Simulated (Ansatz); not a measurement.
# Cu (Copper): the cost of one run

All numbers are computed with the Python package of Ansatz 0.2.0. Level of theory: DFT r2SCAN+D3(BJ) with three-body term, plane waves, PAW.

**1. Starting point**

It takes space group Fm-3m (No. 225, cubic). The conventional cell has a = 3.615 Å, b = 3.615 Å, c = 3.615 Å, α = 90.00°, β = 90.00°, γ = 90.00°. Around Cu (site symmetry m-3m) lie 12 Cu at 2.56 Å.

The script holds or builds the structure itself.

**2. Script**

Input file strain_cu.py:

```python
'''A uniaxial strain scan of Cu.'''

import ansatz as az
import matplotlib.pyplot as plt
import numpy as np

vectors0 = np.array([
    [0.0, 1.8075, 1.8075],
    [1.8075, 0.0, 1.8075],
    [1.8075, 1.8075, 0.0],
])
sites = [
    ('Cu', (0.0, 0.0, 0.0)),
]


def crystal_on(cell):
    crystal = az.Crystal(lattice=az.Lattice.of(cell))
    for symbol, position in sites:
        crystal = crystal.atom(symbol, position)
    return crystal

# clamped ions: the fractional positions stay as typed
values = np.linspace(-0.01, 0.01, 7)
energies = []
for d in values:
    strain = np.diag([0, 0, d])
    cell = vectors0 @ (np.eye(3) + strain)
    calculation = (
        crystal_on(cell).calculation()
        .functional(az.Functional.R2SCAN, dispersion='d3bjatm')
        .occupations('fermi_dirac')
        .scf(tolerance=1e-10)
        .basis(520)
        .kpoints(16, 16, 16)
    )
    report = calculation.run().report
    energies.append(report['free_energy_ev'] / len(sites))
    print(f'd = {d:+.4f}  F = {energies[-1]:.5f} eV/atom')
energies = np.array(energies)

for value, e in zip(values, energies):
    print(f'strain {value:7.3f}   E - Emin = {1000 * (e - energies.min()):9.3f} meV/atom')
plt.figure(figsize=(4.5, 3))
plt.plot(values, 1000 * (energies - energies.min()), 'o-')
plt.xlabel('strain')
plt.ylabel('meV/atom')
plt.tight_layout()
plt.savefig('strain.png', dpi=100)
curvature = 2 * np.polyfit(values, energies, 3)[1]
volume = abs(np.linalg.det(vectors0)) / len(sites)
print(f'd2E/dd2 over the volume: {curvature / volume * 160.21766:.1f} GPa')
```

**3. The run**

The run is started by

```console
$ python strain_cu.py
```

Q: Estimate wall time and peak memory on 1 thread of Arm Neoverse V2, shared host.

About 38 s, with a peak of 0.46 GiB.
